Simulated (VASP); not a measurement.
**Si2W under changes of volume**

One of the cells (13.748 Å³/atom); the others are scaled copies at fixed shape and fractional positions:

```
CELL_PARAMETERS angstrom
-1.61754 1.61754 3.94088
1.61754 -1.61754 3.94088
1.61754 1.61754 -3.94088
ATOMIC_POSITIONS crystal
W 0.00000 0.00000 0.00000
Si 0.66530 0.66530 0.00000
Si 0.33470 0.33470 0.00000
```

- Program: VASP 6.6.1
- Functional: PBEsol
- Potentials or basis: VASP PAW PBE potentials, release 64 (W_sv, Si)
- Cutoff: 520 eV
- k mesh: 12 × 12 × 12
- Occupations: fermi-dirac, width 0.05 eV
- Spin: no spin polarisation

```tsv
volume (Å³/atom)	energy over the lowest point (meV/atom)	pressure (GPa)	largest force (eV/Å)
12.670	?	?	?
12.939	9.88	8.6	0.141
13.209	0.00	3.2	0.082
13.748	5.11	-6.0	0.025
14.018	18.43	-9.8	0.073
14.287	37.94	-13.3	0.119
```

**Question.** What does the run at 12.670 Å³/atom give?

**Answer.** Energy over the lowest point 29.33 meV/atom; pressure 14.6 GPa; largest force 0.204 eV/Å.

Worked out: A Birch-Murnaghan fit of order 3 (a polynomial in V^(-2/3)) to the other rows has its minimum at 13.39 Å³/atom with B0 = V·E''(V) = 235 GPa and B' = 4.3 at fixed shape and positions, which overstates the stiffness. It gives 29.22 meV/atom at 12.670 Å³/atom, against the run's 29.33, and -dE/dV = 14.5 GPa, against 14.6.

Energies are extrapolated to zero smearing.

Caveats: the PAW data sets were made with another functional, which shifts forces and pressure a little.
